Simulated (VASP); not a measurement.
**Cu: relaxation of cell and atoms with PBE**

The system is Cu.

```
Cu
1.0
     2.37981   -1.57287    0.00000
     2.37981    1.57287    0.00000
     0.00000    0.00000    6.41614
Cu
4
Direct
  0.85000 0.15000 0.11700
  0.65000 0.35000 0.61700
  0.15000 0.85000 0.88300
  0.35000 0.65000 0.38300
```

The cell was built by a generator and needn't be a form met in nature.

| Property | Result |
| --- | --- |
| Program | VASP 6.6.1 |
| Task | relaxation of cell and atoms |
| Functional | PBE |
| Potentials or basis | VASP PAW PBE potentials, release 64 (Cu) |
| Cutoff | 600 eV |
| k mesh | 6 × 6 × 4 |
| Occupations | gaussian, width 0.1 eV |
| Spin | no spin polarisation |
| Dipole correction | no |
| Further INCAR settings | ALGO = Normal; EDIFF = 1e-06; IBRION = 2; EDIFFG = -0.04; NSW = 90; ISIF = 3 |

The relaxed volume is 12.03 Å³/atom and the relaxed cell is a = 2.614 Å, b = 2.614 Å, c = 7.046 Å, α = 90.00°, β = 90.00°, γ = 89.74°. The space group after relaxing (to 0.05 Å) is I4/mmm (No. 139) and the energy gained by relaxing is 1556.0 meV/atom. The ionic steps are 37 and the pressure after relaxing is 0.1 GPa. The largest force after relaxing is 0.028 eV/Å and the band gap on the k mesh is none (metal or under the smearing width).

Forces in eV/Å, atoms in the order of the input:
```
Cu   0.000 -0.006  0.027
Cu   0.000  0.006  0.027
Cu   0.000  0.006 -0.027
Cu   0.000 -0.006 -0.027
```

Stress tensor (GPa, compression positive):
```
-0.02  0.00  0.00
 0.00  0.11  0.00
 0.00  0.00  0.10
```

The path:
```csv
step,energy change (eV),largest force (eV/Å),pressure (GPa),volume (Å³)
1,0.0000,12.0232,49.12,48.03
2,-2.5425,2.2291,5.74,74.86
3,-2.5987,2.2368,5.33,74.04
4,-2.6576,2.2488,4.85,73.20
5,-3.7819,2.6899,0.59,60.37
6,-4.2994,2.3836,4.22,54.13
7,-5.2482,0.5664,-11.60,57.58
8,-5.2786,0.4349,-12.89,58.11
9,-5.9095,0.4877,-4.71,51.03
10,-6.0241,0.5045,2.64,47.85
11,-6.0261,0.5091,4.07,47.33
12,-6.1165,0.3696,2.94,47.39
13,-6.1375,0.3122,2.64,47.39
14,-6.1305,0.3354,2.77,47.33
15,-6.1421,0.2950,2.58,47.38
16,-6.1711,0.1674,-2.27,48.95
17,-6.1712,0.1712,-2.08,48.89
18,-6.1920,0.1365,-0.67,48.33
19,-6.1956,0.1500,0.07,48.05
20,-6.1959,0.1582,0.03,47.96
21,-6.1955,0.1786,0.87,47.79
22,-6.1959,0.1649,0.50,47.90
23,-6.2032,0.0927,0.13,48.03
24,-6.2077,0.0484,-0.43,48.23
25,-6.2092,0.0508,0.55,47.89
26,-6.2092,0.0497,0.36,47.92
27,-6.2109,0.0324,-0.03,48.10
28,-6.2111,0.0460,-0.25,48.18
29,-6.2129,0.0551,-0.09,48.14
30,-6.2150,0.0770,0.30,48.05
31,-6.2159,0.0718,0.13,48.07
32,-6.2168,0.0608,0.15,48.12
33,-6.2185,0.0473,0.08,48.15
34,-6.2222,0.0158,-0.22,48.25
35,-6.2219,0.0808,-0.70,48.43
36,-6.2234,0.0396,-0.53,48.34
37,-6.2239,0.0281,0.06,48.13
```

Final structure:
```
Cu
1.0
     1.85243   -1.84401    0.00000
     1.85243    1.84401    0.00000
     0.00000    0.00000    7.04559
Cu
4
Direct
  0.74958 0.25042 0.12471
  0.75042 0.24958 0.62471
  0.25042 0.74958 0.87529
  0.24958 0.75042 0.37529
```

Levels at points of the mesh, in eV from the Fermi level:
```csv
k point,band 19,band 20,band 21,band 22,band 23,band 24,band 25,band 26
"(0.00, 0.00, 0.00)",-1.98,-1.97,-1.65,-1.49,-1.47,2.20,7.83,12.18
"(0.50, 0.00, 0.00)",-1.58,-1.58,-0.96,-0.96,-0.47,-0.47,3.66,3.66
"(0.50, 0.50, 0.00)",-1.43,-1.42,1.12,1.21,6.04,6.07,6.13,6.16
"(0.00, 0.00, 0.50)",-1.78,-1.78,-1.74,-1.74,-0.79,-0.79,12.40,12.40
"(0.50, 0.00, 0.50)",-1.81,-1.81,-0.55,-0.55,-0.55,-0.55,5.81,5.81
"(0.50, 0.50, 0.50)",-1.56,-1.56,2.83,2.83,2.92,2.92,6.82,6.82
```

It took 16 min on 1 thread of Intel(R) Xeon(R) Platinum 8259CL CPU @ 2.50GHz (Skylake/Cascade Lake), on a shared host, peak memory 0.21 GiB.

Caveat: the k mesh is coarse (spacing up to 0.40 Å⁻¹), so the values aren't converged.
